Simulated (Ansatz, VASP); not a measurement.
Given: the input of a run of VASP 6.6.1 on Zn.

The input INCAR:

```
ALGO = Fast ; EDIFF = 1E-7
ENCUT = 520 ; GGA = PE
ISIF = 2 ; ISMEAR = -1
LASPH = T ; LCHARG = F
LREAL = F ; LWAVE = F
NBANDS = 12 ; NELM = 80
PREC = Accurate ; SIGMA = 0.05
```

Contents of KPOINTS:

```
k-points
0
Gamma
  12 12 12
```

Contents of POSCAR:

```
Zn
1.0
    0.0196477600      1.9647760000      1.9647760000
    1.9647760000      0.0196477600      1.9647760000
    1.9844237600      1.9844237600      0.0000000000
Zn
1
Direct
    0.0000000000      0.0000000000      0.0000000000
```

Potentials or basis: VASP PAW PBE potentials, release 64 (Zn).

Command:

```sh
$ cat potpaw_PBE.64/Zn/POTCAR > POTCAR
$ mpirun -np 1 vasp_std > vasp.out
```

**Question.** Translate it to Ansatz 0.2.0. Potentials there: Ansatz PAW.

**Answer.** As run (the cutoff follows the program's own potentials):

File input.yaml:

```yaml
crystal:
  lattice:
    - [0.01964776, 1.964776, 1.964776]
    - [1.964776, 0.01964776, 1.964776]
    - [1.98442376, 1.98442376, 0.0]
  atoms:
    - { symbol: Zn, position: [0.0, 0.0, 0.0] }
hamiltonian:
  xc: pbe
  pseudopotentials: { kind: paw }
kpoints:
  mp_grid: { grid: [12, 12, 12] }
scf:
  occupations: { method: fermi_dirac, width: 0.05 }
output:
  forces: true
  stress: true
  eigenvalues: true
```

Potentials or basis: Ansatz PAW.

The run is started by

```bash
$ ansatz run input.yaml --threads 2 --pin off --max-ram 5632MiB --backend cpu --events-out ev --progress --plain --runs-dir out
```

Both were run:

|  | VASP | Ansatz | Ansatz less VASP |
| --- | --- | --- | --- |
| gap on the k mesh at the Fermi level (eV) | none | none | - |
| pressure (GPa) | 0.2 | -0.1 | -0.29 |
| largest component of the traceless stress (GPa) | 0.87 | 0.89 | +0.017 |

A gap of «none» marks a metal or a gap that the smearing closes.
